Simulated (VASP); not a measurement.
# MoS2 in VASP: further runs

The runs below take MoS2 through single point, with LDA.

All numbers are computed with VASP 6.6.1; they aren't measurements. Logs are shortened: lines on timing, memory, paths and dates and some standing lists are left out, and cuts for length are marked.

## Step 1: The structure

The cell holds a sheet with vacuum, 3 atoms: a = 3.120 Å, b = 3.120 Å, c = 18.120 Å, α = 90.00°, β = 90.00°, γ = 120.00°.

The cell was built by a generator and needn't be a form met in nature.

## Step 2: Single point, LDA

The input, INCAR:

```
  PREC = Accurate
  ENCUT = 520
  EDIFF = 1E-6
  ISMEAR = 0
  SIGMA = 0.01
  LREAL = F
  LASPH = T
  NELM = 80
  ALGO = Fast
  ISIF = 2
  LWAVE = F
  LCHARG = T
  GGA = CA
  LELF = T
  LVHAR = T
  NBANDS = 20
```

The input, KPOINTS:

```
Automatic mesh
0
Gamma
  12 12 1
```

The input, POSCAR:

```
MoS2
1.0
    3.1198998072      0.0000000000      0.0000000000
   -1.5599499036      2.7019124903      0.0000000000
    0.0000000000      0.0000000000     18.1200000000
S Mo
2 1
Direct
    0.3333333333      0.6666666667      0.4142957190
    0.3333333333      0.6666666667      0.5857042810
    0.6666666667      0.3333333333      0.5000000000
```

Potentials or basis: VASP PAW LDA potentials, release 64 (S, Mo_sv).

Launch:

```bash
cat potpaw_LDA.64/S/POTCAR potpaw_LDA.64/Mo_sv/POTCAR > POTCAR
mpirun -np 1 vasp_std > vasp.out
```

OUTCAR:

```text
PREC = Accurate
   ENCUT = 520
   EDIFF = 1E-6
   ISMEAR = 0
   LREAL = F
   LASPH = T
   NELM = 80
   ISIF = 2
   GGA = CA

 ion  position               nearest neighbor table
   1  0.333  0.667  0.414-   3 2.38   3 2.38   3 2.38
   2  0.333  0.667  0.586-   3 2.38   3 2.38   3 2.38
   3  0.667  0.333  0.500-   1 2.38   2 2.38   1 2.38   2 2.38   1 2.38   2 2.38

  LATTYP: Found a hexagonal cell.
 ALAT       =     3.1198998072
 C/A-ratio  =     5.8078788166

  Lattice vectors:

 A1 = (   3.1198998072,   0.0000000000,   0.0000000000)
 A2 = (  -1.5599499036,   2.7019124903,   0.0000000000)
 A3 = (   0.0000000000,   0.0000000000,  18.1200000000)

Analysis of symmetry for initial positions (statically):
=====================================================================
 Subroutine PRICEL returns:
 Original cell was already a primitive cell.

 Routine SETGRP: Setting up the symmetry group for a
 hexagonal supercell.

 Subroutine GETGRP returns: Found 12 space group operations
 (whereof 12 operations were pure point group operations)
 out of a pool of 24 trial point group operations.

The static configuration has the point symmetry D_3h.

Analysis of symmetry for dynamics (positions and initial velocities):
=====================================================================
 Subroutine PRICEL returns:
 Original cell was already a primitive cell.

 Routine SETGRP: Setting up the symmetry group for a
 hexagonal supercell.

 Subroutine GETGRP returns: Found 12 space group operations
 (whereof 12 operations were pure point group operations)
 out of a pool of 24 trial point group operations.

The dynamic configuration has the point symmetry D_3h.

 Subroutine INISYM returns: Found 12 space group operations
 (whereof 12 operations are pure point group operations),
 and found     1 'primitive' translations

----------------------------------------------------------------------------------------

                                     Primitive cell

  volume of cell :     152.7461

  direct lattice vectors                    reciprocal lattice vectors
     3.119899807  0.000000000  0.000000000     0.320523113  0.185054106  0.000000000
    -1.559949904  2.701912490  0.000000000     0.000000000  0.370108212  0.000000000
     0.000000000  0.000000000 18.120000000     0.000000000  0.000000000  0.055187638

  length of vectors
[... 76 lines left out ...]
   ENCUT  =  520.0 eV  38.22 Ry    6.18 a.u.   5.80  5.80 33.69*2*pi/ulx,y,z
   NELM   =     80;   NELMIN=  2; NELMDL= -5     # of ELM steps
   EDIFF  = 0.1E-05   stopping-criterion for ELM
   LREAL  =      F    real-space projection
   EDIFFG = 0.1E-04   stopping-criterion for IOM
   NSW    =      0    number of steps for IOM
   IBRION =     -1    ionic relax: 0-MD 1-quasi-New 2-CG
   NFREE  =      0    steps in history (QN), initial steepest desc. (CG)
   ISIF   =      2    stress and relaxation
   ISYM   =      2    0-nonsym 1-usesym 2-fastsym
   POTIM  = 0.5000    time-step for ionic-motion
   TEBEG  =    0.0;   TEEND  =   0.0 temperature during run
   PSTRESS=    0.0 pullay stress
   NELECT =      26.0000    total number of electrons
   NUPDOWN=      -1.0000    fix difference up-down
   EMIN   =  10.00;   EMAX   =-10.00  energy-range for DOS
   EFERMI =   0.00;   METHOD = LEGACY
   ISMEAR =     0;   SIGMA  =   0.01  broadening in eV -4-tet -1-fermi 0-gaus
   EFERMI_NEDOS =   21; number of points for ismear=-14 and -15
   IALGO  =     68    algorithm
   IMIX   =      4    mixing-type and parameters
     AMIX     =   0.40;   BMIX     =  1.00
     AMIX_MAG =   1.60;   BMIX_MAG =  1.00
  volume/ion in A,a.u.               =      50.92       343.59
  Fermi-wavevector in a.u.,A,eV,Ry     =   0.907283  1.714515 11.199795  0.823162
  Thomas-Fermi vector in A             =   2.031071
   LORBIT       =      0    0 simple, 1 ext, 2 COOP (PROOUT), +10 PAW based schemes
   GGA     = CA    functional components
   LHFCALC =     F    Hartree Fock is set to
   AEXX    =    0.0000 exact exchange contribution
   IVDW    =     0    specifies the selected vdW correction
   LEPSILON=     F    determine dielectric tensor
   LRPA    =     F    only Hartree local field effects (RPA)
 non-spin polarized calculation
 RMM-DIIS sequential band-by-band and
 Gauss-broadening in eV      SIGMA  =   0.01
  energy-cutoff  :      520.00
  volume of cell :      152.75
 maximum number of plane-waves:      4142
 NGX is ok and might be reduce to    24
   NGX = 11   NGY = 11   NGZ = 67

 number of electron      26.0000000 magnetization

 Free energy of the ion-electron system (eV)
  ---------------------------------------------------
  ext. energy  EPLUGINS =         0.00000000
  ---------------------------------------------------
  free energy    TOTEN  =       -24.36669948 eV

  energy without entropy =      -24.36669948  energy(sigma->0) =      -24.36669948

 E-fermi :  -1.5939     XC(G=0):  -4.3776

 val. band max:       -1.6640345726   @ k =   0.3333   0.3333   0.0000
 cond. band min:       0.2056037430   @ k =   0.3333   0.3333   0.0000
 fundamental gap:      1.8696383156
 Fermi energy:        -1.5939491808

 k-point     1 :       0.0000    0.0000    0.0000
  band No.  band energies     occupation
      1     -62.0690      2.00000
      2     -36.4659      2.00000
      3     -36.1687      2.00000
      4     -36.1687      2.00000
      5     -15.9036      2.00000
      6     -14.5078      2.00000
[... 426 lines left out ...]
     19       5.9510      0.00000
     20       7.9320      0.00000

------------------------ aborting loop because EDIFF is reached ----------------------------------------

  FORCE on cell =-STRESS in cart. coord.  units (eV):
  Direction    XX          YY          ZZ          XY          YZ          ZX
  --------------------------------------------------------------------------------------
  -------------------------------------------------------------------------------------
  Total        0.0454935      0.0454935      0.0180255      0.0000000     -0.0000000      0.0000000
  in kB        0.4771887      0.4771887      0.1890726      0.0000000     -0.0000000      0.0000000
  external PRESSURE =       0.3811500 kB  Pullay stress =       0.0000000 kB

 VOLUME and BASIS-vectors are now :
 -----------------------------------------------------------------------------
  energy-cutoff  :      520.00
  volume of cell :      152.75
      direct lattice vectors                 reciprocal lattice vectors
     3.119899807  0.000000000  0.000000000     0.320523113  0.185054106  0.000000000
    -1.559949904  2.701912490  0.000000000     0.000000000  0.370108212  0.000000000
     0.000000000  0.000000000 18.120000000     0.000000000  0.000000000  0.055187638

 POSITION                                       TOTAL-FORCE (eV/Angst)
 -----------------------------------------------------------------------------------
     -0.00000      1.80127      7.50704         0.000000      0.000000     -0.013576
     -0.00000      1.80127     10.61296         0.000000     -0.000000      0.013576
      1.55995      0.90064      9.06000        -0.000000      0.000000     -0.000000
 -----------------------------------------------------------------------------------
    total drift:                               -0.000000      0.000000      0.000000

  FREE ENERGIE OF THE ION-ELECTRON SYSTEM (eV)
  ---------------------------------------------------
  free  energy   TOTEN  =       -24.3666994823 eV

  energy  without entropy=      -24.3666994823  energy(sigma->0) =      -24.36669948
```

OSZICAR:

```text
N       E                     dE             d eps       ncg     rms          rms(c)
DAV:   1     0.178904909421E+03    0.17890E+03   -0.13759E+04   944   0.106E+03
DAV:   2    -0.144082853258E+02   -0.19331E+03   -0.18872E+03  1012   0.259E+02
DAV:   3    -0.255883297313E+02   -0.11180E+02   -0.11059E+02   960   0.575E+01
DAV:   4    -0.258128564532E+02   -0.22453E+00   -0.22429E+00  1004   0.860E+00
[... 14 lines left out ...]
RMM:  19    -0.243666928269E+02   -0.17718E-04   -0.18580E-06   679   0.534E-03    0.175E-03
RMM:  20    -0.243666950314E+02   -0.22045E-05   -0.27558E-07   504   0.265E-03    0.130E-03
RMM:  21    -0.243666981007E+02   -0.30692E-05   -0.14209E-07   408   0.146E-03    0.843E-04
RMM:  22    -0.243666992486E+02   -0.11479E-05   -0.93913E-08   400   0.133E-03    0.445E-04
RMM:  23    -0.243666994823E+02   -0.23368E-06   -0.30310E-08   314   0.111E-03
   1 F= -.24366699E+02 E0= -.24366699E+02  d E =-.364512E-25
```

Wall time 72 s (1 thread of Intel Xeon Platinum 8259CL at 2.50GHz (Skylake/Cascade Lake), shared host); peak memory 0.24 GiB.

What came out:

```yaml
Free_energy: -24.3667 eV
Largest_force: 0.014 eV/Å
Band_gap_on_the_k_mesh: 1.87 eV, direct
```

Forces in eV/Å, atoms in the order of the input:
```
S    0.000  0.000 -0.014
S    0.000  0.000  0.014
Mo   0.000  0.000  0.000
```

Levels at points of the mesh, in eV from the valence-band top:
```tsv
k point	band 10	band 11	band 12	band 13	band 14	band 15	band 16	band 17
(0.00, 0.00, 0.00)	-1.89	-1.45	-1.45	-0.11	2.96	2.96	3.25	3.25
(0.50, 0.00, 0.00)	-3.23	-1.92	-0.83	-0.63	2.48	2.98	3.99	4.58
```

## Step 3: Single point, LDA

This run uses another cell than the first one, of 52.23 Å³/atom, 1.026 times its volume.

The input, INCAR:

```
ALGO = Normal
EDIFF = 1E-6
ENCUT = 520
GGA = CA
ISIF = 2
ISMEAR = 0
LASPH = T
LCHARG = T
LELF = T
LREAL = F
LVHAR = T
LWAVE = F
NBANDS = 20
NELM = 100
PREC = Accurate
SIGMA = 0.01
```

The input, KPOINTS:

```
k-points
0
Gamma
  12 12 1
```

The input, POSCAR:

```
MoS2
1.0
    3.1600000000      0.0000000000      0.0000000000
   -1.5800000000      2.7366402760      0.0000000000
    0.0000000000      0.0000000000     18.1200000000
S Mo
2 1
Direct
    0.3333333333      0.6666666667      0.4139072848
    0.3333333333      0.6666666667      0.5860927152
    0.6666666667      0.3333333333      0.5000000000
```

Potentials or basis: VASP PAW LDA potentials, release 64 (S, Mo_sv).

Launch:

```bash
cat potpaw_LDA.64/S/POTCAR potpaw_LDA.64/Mo_sv/POTCAR > POTCAR
mpirun -np 1 vasp_std > vasp.out
```

Wall time 66 s (1 thread of Intel Xeon Platinum 8259CL at 2.50GHz (Skylake/Cascade Lake), shared host); peak memory 0.24 GiB.

It converged, with:

| Quantity | Value |
| --- | --- |
| Free energy | -24.3448 eV |
| Largest force | 0.390 eV/Å |
| Band gap on the k mesh | 1.75 eV, direct |

Forces on the atoms (eV/Å):
```
S    0.000  0.000  0.390
S    0.000  0.000 -0.390
Mo   0.000  0.000  0.000
```

Levels at points of the mesh, in eV from the valence-band top:
| k point | band 11 | band 12 | band 13 | band 14 | band 15 | band 16 |
| --- | --- | --- | --- | --- | --- | --- |
| (0.00, 0.00, 0.00) | -1.46 | -1.46 | -0.03 | 2.85 | 2.85 | 3.12 |
| (0.50, 0.00, 0.00) | -1.86 | -0.88 | -0.61 | 2.34 | 2.85 | 3.90 |
